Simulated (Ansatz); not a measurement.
# Be: the cost of one run

Method: DFT PBE+D3(BJ), scalar-relativistic, plane waves, PAW, in Ansatz 0.2.0.

The COD cell was measured well above room temperature, so it is larger than a cold one.

## 1. Starting point

The structure is hexagonal, space group P6_3/mmc (No. 194). The conventional cell has a = 2.300 Å, b = 2.300 Å, c = 3.601 Å, α = 90.00°, β = 90.00°, γ = 120.00°. Around Be (site symmetry -6m2) lie 12 Be at 2.24 to 2.30 Å.

Coordinates:

```cif
data_structure
_symmetry_space_group_name_H-M 'P6_3/mmc'
_symmetry_Int_Tables_number 194
_cell_length_a 2.2995
_cell_length_b 2.2995
_cell_length_c 3.6009
_cell_angle_alpha 90.000
_cell_angle_beta 90.000
_cell_angle_gamma 120.000
_cell_volume 16.49
loop_
_atom_site_label
_atom_site_type_symbol
_atom_site_symmetry_multiplicity
_atom_site_Wyckoff_symbol
_atom_site_fract_x
_atom_site_fract_y
_atom_site_fract_z
_atom_site_occupancy
Be1 Be 2 c 0.33333 0.66667 0.25000 1
```

The structure comes from the Crystallography Open Database.

## 7. Setting up the map

The energy is mapped over two normal modes frozen in (zone-centre modes of the cell shown).

First coordinate, amplitude of mode 4 (485 cm⁻¹), largest displacement: 7 values from −0.139 Å. Second coordinate, amplitude of mode 5 (485 cm⁻¹), largest displacement: 7 values from −0.139 Å.

Nothing else is relaxed (the cell and all other modes fixed). Energies count from the relaxed high-symmetry cell. Points are written as (first, second).

The patterns, per unit of each coordinate (Å):

| atom | x1 | y1 | z1 | x2 | y2 | z2 |
| --- | --- | --- | --- | --- | --- | --- |
| Be1 | 1.000 | 0.000 | 0.000 | 0.000 | 1.000 | 0.000 |
| Be2 | -1.000 | 0.000 | 0.000 | 0.000 | -1.000 | 0.000 |

(The set-up runs are not shown.)

## 8. Grid point (−0.046 Å, −0.139 Å)

input.yaml reads:

```yaml
crystal:
  lattice:
    - [2.2141966284, 0.0, 0.0]
    - [-1.1070983142, 1.9175505292, 0.0]
    - [0.0, 0.0, 3.5001053904]
  atoms:
    - { symbol: Be, position: [0.2761786589, 0.5941783552, 0.25] }
    - { symbol: Be, position: [0.7238213411, 0.4058216448, 0.75] }
basis:
  ecutwfc: 520.0
kpoints:
  mp_grid: { grid: [24, 24, 12] }
hamiltonian:
  xc: pbe
  dispersion: d3bj
scf:
  occupations: { method: gaussian, width: 0.15 }
output:
  forces: true
  stress: true
  eigenvalues: true
```

Launch:

```
> ansatz run input.yaml --threads 1 --pin off --max-ram 2048MiB --backend cpu --events-out ev --progress --plain --runs-dir out
```

Q: Estimate wall time and peak memory on 1 thread of Arm Neoverse V1, shared host.

About 16 s, with a peak of 0.59 GiB.
